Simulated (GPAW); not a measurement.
# Magnetic state of Fe5 on W4 110 from several starts

Does Fe5 on W4 110 prefer parallel or opposed moments, or none?

Main program and level: GPAW 26.7.0; PBE; plane waves with GPAW's PAW setups, scalar-relativistic.

### Step 1. The starting structure

The cell holds 9 atoms: 4 W and 5 Fe. Cell: a = 2.741 Å, b = 2.741 Å, c = 27.328 Å, α = 90.0°, β = 90.0°, γ = 109.5°. ideal sites on the substrate's mesh, layer spacings from atomic volumes, unrelaxed, 12 A of vacuum. Vacuum lies along c.

### Step 2. Start 1: ferro +++++

The parallel start comes first: it fits the smallest cell, keeps the most symmetry and shows whether parallel moments form.

The input, order1.py:

```python
import json
import numpy as np
from ase import Atoms
from ase.parallel import paropen, parprint
from gpaw import GPAW

atoms = Atoms(['W', 'W', 'W', 'W', 'Fe', 'Fe', 'Fe', 'Fe', 'Fe'],
    cell=[[1.5825, -2.237993, 0.0],
         [1.5825, 2.237993, 0.0],
         [0.0, 0.0, 27.3284]],
    scaled_positions=[[0.0, 0.0, 0.219552],
         [0.5, 0.5, 0.301432],
         [0.0, 0.0, 0.383313],
         [0.5, 0.5, 0.465194],
         [0.0, 0.0, 0.536614],
         [0.5, 0.5, 0.597573],
         [0.0, 0.0, 0.658531],
         [0.5, 0.5, 0.71949],
         [0.0, 0.0, 0.780448]],
    pbc=True,
    magmoms=[0.0, 0.0, 0.0, 0.0, 2.6, 2.6, 2.6, 2.6, 2.6])
atoms.calc = GPAW(mode={'name': 'pw', 'ecut': 450},
    xc='PBE',
    kpts={'size': (18, 18, 1), 'gamma': True},
    occupations={'name': 'fermi-dirac', 'width': 0.05},
    convergence={'density': 1e-05, 'energy': 1e-05},
    maxiter=250,
    mixer={'name': 'pulay', 'beta': 0.03, 'nmaxold': 8, 'weight': 100},
    symmetry={'tolerance': 1e-4},
    txt='order1.txt')
e = atoms.get_potential_energy(force_consistent=True)
res = {'free_energy': e, 'energy_sigma0': atoms.get_potential_energy(), 'fermi_energy': atoms.calc.get_fermi_level()}
res['moments'] = atoms.get_magnetic_moments().tolist()
res['total'] = atoms.get_magnetic_moment()
parprint('site moments (muB):', np.round(res['moments'], 3))
parprint(f"total moment: {res['total']:.3f} muB")
parprint(f'free energy: {e:.6f} eV')
atoms.calc.write('order1.gpw')
with paropen('results.json', 'w') as f:
    json.dump(res, f)
```

Command:

```sh
> OMP_NUM_THREADS=1 mpirun -n 4 gpaw python order1.py > order1.log
```

Numbers of over 12 decimals in the logs are rounded to 6 here.

The log of the run:

```text
site moments (muB): [ 5.000e-03  0.000e+00 -1.000e-03 -9.000e-02  2.102e+00  2.411e+00
  2.309e+00  2.325e+00  2.763e+00]
total moment: 11.835 muB
free energy: -87.562875 eV

--- order1.txt ---
Input parameters:
  mode=PW(ecut=450),
  convergence={'density': 1e-05, 'energy': 1e-05},
  kpts=MonkhorstPack(size=(18, 18, 1), gamma=True),
  maxiter=250,
  mixer=Pulay(name='pulay', nmaxold=8, beta=0.03, weight=100, sigma=0.015, g_ss=None),
  occupations=Occupations(name='fermi-dirac', width=0.05),
  symmetry=Symmetry(tolerance=0.0001),
  xc=XC(name='PBE')

Diagonalizing LCAO Hamiltonian
Converting LCAO to pw mode

       Fe

           Fe

       Fe

           Fe

       Fe

           W

       W

           W

       W

Atoms  # Å, Bohr magnetons
|   | symbol |        x |        y |         z |    initial magnetic moments |
|---|--------|----------|----------|-----------|-----------------------------|
| 0 |      W | 0.000000 | 0.000000 |  6.000005 | ( 0.0000,  0.0000,  0.0000) |
| 1 |      W | 1.582500 | 0.000000 |  8.237654 | ( 0.0000,  0.0000,  0.0000) |
| 2 |      W | 0.000000 | 0.000000 | 10.475331 | ( 0.0000,  0.0000,  0.0000) |
| 3 |      W | 1.582500 | 0.000000 | 12.713008 | ( 0.0000,  0.0000,  0.0000) |
| 4 |     Fe | 0.000000 | 0.000000 | 14.664802 | ( 0.0000,  0.0000,  2.6000) |
| 5 |     Fe | 1.582500 | 0.000000 | 16.330714 | ( 0.0000,  0.0000,  2.6000) |
| 6 |     Fe | 0.000000 | 0.000000 | 17.996599 | ( 0.0000,  0.0000,  2.6000) |
| 7 |     Fe | 1.582500 | 0.000000 | 19.662511 | ( 0.0000,  0.0000,  2.6000) |
| 8 |     Fe | 0.000000 | 0.000000 | 21.328395 | ( 0.0000,  0.0000,  2.6000) |

Unit cell  # Å
| periodic |        x |         y |         z |   lengths |     angles |
|----------|----------|-----------|-----------|-----------|------------|
|      yes | 1.582500 | -2.237993 |  0.000000 |  2.740970 |  90.000000 |
|      yes | 1.582500 |  2.237993 |  0.000000 |  2.740970 |  90.000000 |
|      yes | 0.000000 |  0.000000 | 27.328400 | 27.328400 | 109.471222 |

Number of symmetries: 4

BZ-sampling:
  Number of BZ points: 324
  Number of IBZ points: 91

  Monkhorst-Pack size: [18, 18, 1]
  Monkhorst-Pack shift: [0.027778, 0.027778, 0.0]

K-points  # in reciprocal-cell coordinates
|     |                                coordinates |     weight |
|-----|--------------------------------------------|------------|
|   0 | ( -0.00000000,  -0.00000000,   0.00000000) | 0.00308642 |
|   1 | (  0.05555556,  -0.05555556,   0.00000000) | 0.00617284 |
|   2 | (  0.05555556,  -0.00000000,   0.00000000) | 0.01234568 |
|   3 | (  0.05555556,   0.05555556,   0.00000000) | 0.00617284 |
|   4 | (  0.11111111,  -0.11111111,   0.00000000) | 0.00617284 |
|   5 | (  0.11111111,  -0.05555556,   0.00000000) | 0.01234568 |
|   6 | (  0.11111111,  -0.00000000,   0.00000000) | 0.01234568 |
|   7 | (  0.11111111,   0.05555556,   0.00000000) | 0.01234568 |
|   8 | (  0.11111111,   0.11111111,   0.00000000) | 0.00617284 |
|   9 | (  0.16666667,  -0.16666667,   0.00000000) | 0.00617284 |
| ... |                                            |            |
|  90 | (  0.50000000,   0.50000000,   0.00000000) | 0.00308642 |

Plane wave coefficients: 4254
Cutoff: 450.000000 eV

Spin-components: 2 (collinear spins)
Bands:           70
Projectors:      54
Spin-degeneracy: 1
Datatype:        complex128

Parallelization:
  kpt:    4
  domain: 1
  band:   1

Density:
  Valence electrons: 96.0
  Components: 2
  Grid points: [ 14  14 135]
  Charge: 0.0  # |e|

Potential:
  Grid points: [ 14  14 135]

species:
  W:
    name:    Tungsten
    Z:       74.0
    valence: 14
    core:    60
    charge:  0.0  # [|e|]
    compensation charges:
      type: gauss
      rc: 0.40  # [Å]
      lmax: 2
    cutoffs:
      filter: 2.36  # [Å]
      core: 3.02  # [Å]
    projectors
    | kind |    occ | energy [eV] | rcut [Å] |
    |------|--------|-------------|----------|
    |   5s |  2.000 |     -78.830 |    1.344 |
    |   6s |  2.000 |      -5.697 |    1.344 |
    |   5p |  6.000 |     -43.233 |    1.355 |
    |   6p |  0.000 |      -1.367 |    1.355 |
    |   5d |  4.000 |      -4.494 |    1.228 |
    |    d |        |      22.717 |    1.228 |

    Using partial waves for W as LCAO basis

  Fe:
    name:    Iron
    Z:       26.0
    valence: 8
    core:    18
    charge:  0.0  # [|e|]
    compensation charges:
      type: gauss
      rc: 0.33  # [Å]
      lmax: 2
    cutoffs:
      filter: 2.06  # [Å]
      core: 2.67  # [Å]
    projectors
    | kind |    occ | energy [eV] | rcut [Å] |
    |------|--------|-------------|----------|
    |   4s |  2.000 |      -5.291 |    1.164 |
    |   4p |  0.000 |      -1.326 |    1.058 |
    |   3d |  6.000 |      -7.505 |    1.058 |
    |    s |        |      21.920 |    1.164 |
    |    p |        |      25.885 |    1.058 |
    |    d |        |      19.706 |    1.058 |

    Using partial waves for Fe as LCAO basis

Reference energy: -1928183.959620  # eV

eigensolver:
  PPCG
  Converge bands: occupied
  niter=2

density mixing:
  Pulay-Mixer
  Linear mixing parameters: 0.03
  Old densities: 8
  Fourier metric: weight=100, sigma=0.015

occupation numbers:
  Fermi-Dirac:
    width: 0.0500  # eV

poisson solver:
  ecut: 3600.000000  # eV

xc functional:
  name: PBE with 2 nearest neighbor stencil

convergence criteria:
- Maximum integral of absolute [dens]ity change: 1e-05 electrons / valence electron
- Maximum [total energy] change in last 3 cyles: 1e-05 eV / valence electron
- Maximum integral of absolute [eigenst]ate change: 4e-08 eV^2 / valence electron
maximum number of iterations: 250

SCF iterations
|iter     |      energy | eigst |  dens |  magmom |
|---------|-------------|-------|-------|---------|
|iter:   1|       0s |  -99.193652 | +0.25 |       | +13.0189|
|iter:   2|      19s | -339.070613 | +0.82 | -0.69 | +12.8658|
|iter:   3|      38s | -100.615262 | +0.12 | -0.20 | +12.8084|
|iter:   4|      57s |  -88.908424 | -0.55 | -0.63 | +12.7823|
|iter:   5|      76s |  -88.695772 | -2.00 | -1.09 | +12.7803|
|iter:   6|      96s |  -88.455241 | -2.87 | -1.10 | +12.7652|
|iter:   7|     115s |  -87.704133 | -2.02 | -1.11 | +12.6777|
|iter:   8|     134s |  -87.415819 | -1.67 | -1.20 | +12.5026|
|iter:   9|     153s |  -87.354896 | -2.61 | -1.32 | +12.4601|
|iter:  10|     172s |  -87.306313 | -2.46 | -1.35 | +12.3531|
[... 36 iterations left out ...]
|iter:  47|     805s |  -87.536301c| -7.67c| -4.36 | +11.8340|
|iter:  48|     814s |  -87.536301c| -8.15c| -4.49 | +11.8341|
|iter:  49|     823s |  -87.536300c| -8.22c| -4.55 | +11.8342|
|iter:  50|     832s |  -87.536300c| -8.48c| -4.64 | +11.8344|
|iter:  51|     841s |  -87.536300c| -8.65c| -4.72 | +11.8344|
|iter:  52|     850s |  -87.536299c| -8.57c| -4.79 | +11.8345|
|iter:  53|     859s |  -87.536299c| -8.90c| -4.88 | +11.8346|
|iter:  54|     867s |  -87.536299c| -8.88c| -4.93 | +11.8347|
|iter:  55|     876s |  -87.536299c| -8.64c| -4.97 | +11.8350|
|iter:  56|     885s |  -87.536299c| -8.95c| -5.04c| +11.8350|

Converged in 56 steps
Energy contributions relative to reference atoms: (reference = -1928183.959620)

Energy contributions:
  Kinetic:          65.832576
  Coulomb:         -65.148607
  Zero:              0.700709
  External:          0.000000
  Xc:              -88.894399
  Entropy:          -0.053153
  Spinorbit:         0.000000
  ----------------------------
  Free energy:     -87.562875
  Extrapolated:    -87.536299

dipole moment: (-46.788204, -0.000000, 0.091930)  # |e|*Ang

Total magnetic moment: (0.000000, 0.000000, 11.835026)

Local magnetic moments
|        x |        y |         z |
|----------|----------|-----------|
| 0.000000 | 0.000000 |  0.004584 |  # W    0
| 0.000000 | 0.000000 |  0.000215 |  # W    1
| 0.000000 | 0.000000 | -0.001295 |  # W    2
| 0.000000 | 0.000000 | -0.089833 |  # W    3
| 0.000000 | 0.000000 |  2.102320 |  # Fe   4
| 0.000000 | 0.000000 |  2.410815 |  # Fe   5
| 0.000000 | 0.000000 |  2.309073 |  # Fe   6
| 0.000000 | 0.000000 |  2.325315 |  # Fe   7
| 0.000000 | 0.000000 |  2.762750 |  # Fe   8

Fermi level: 6.210
Eigenvalues  # (at kpt = [-0.000, -0.000, 0.000])
| band index |      eig [eV] | occ [0-1] |      eig [eV] | occ [0-1] |
|------------|---------------|-----------|---------------|-----------|
|          0 |       -67.764 |     1.000 |       -67.764 |     1.000 |
|        ... |               |           |               |           |
|         41 |         4.523 |     1.000 |         6.207 |     0.515 |
|         42 |         4.598 |     1.000 |         6.327 |     0.088 |
|         43 |         4.613 |     1.000 |         6.391 |     0.026 |
|         44 |         4.725 |     1.000 |         6.601 |     0.000 |
|         45 |         4.750 |     1.000 |         6.940 |     0.000 |
|         46 |         4.815 |     1.000 |         6.962 |     0.000 |
|         47 |         4.858 |     1.000 |         7.017 |     0.000 |
|         48 |         4.865 |     1.000 |         7.085 |     0.000 |
|         49 |         4.907 |     1.000 |         7.209 |     0.000 |
|         50 |         5.118 |     1.000 |         7.265 |     0.000 |
|         51 |         5.249 |     1.000 |         7.327 |     0.000 |
|         52 |         5.395 |     1.000 |         7.352 |     0.000 |
|         53 |         5.544 |     1.000 |         7.539 |     0.000 |
|         54 |         5.585 |     1.000 |         7.566 |     0.000 |
|         55 |         5.774 |     1.000 |         7.819 |     0.000 |
|         56 |         6.388 |     0.028 |         7.844 |     0.000 |
|        ... |               |           |               |           |
|         69 |         9.394 |     0.000 |         9.604 |     0.000 |

No gap
No difference between direct/indirect transitions
```

Elapsed: 15 min, on 4 MPI ranks of Arm Neoverse V2, shared host; peak memory 1.8 GiB; 61 min of CPU time.

Spin moment in the augmentation sphere by atom:

```
atom  spin moment in the augmentation sphere (μB)
  W1                                         0.00
  W2                                         0.00
  W3                                         0.00
  W4                                        -0.09
 Fe5                                         2.10
 Fe6                                         2.41
 Fe7                                         2.31
 Fe8                                         2.33
 Fe9                                         2.76
```

Read from the output:

- magnetization: 11.84 μB
- final state: ferromagnetic

After 56 cycles the largest moment stands at 2.76 μB.

[end of part 1 of 2]

[Logs and program files are shortened in this print: banners, set-up blocks, solver, clock and traceback lines can be left out without a mark of their own.]

[Logs are printed without paths, hosts, clocks, repeated set-up lines and the standing remarks that a program may print on its own settings, such as how far it seeks lower states.]

[Hosts, paths, dates, database ids (printed as entryN), source tags and the programs' standing remarks are cut or masked in the printed files.]

[Where a cell is said to come from a database of computed structures, the database is the Materials Project.]
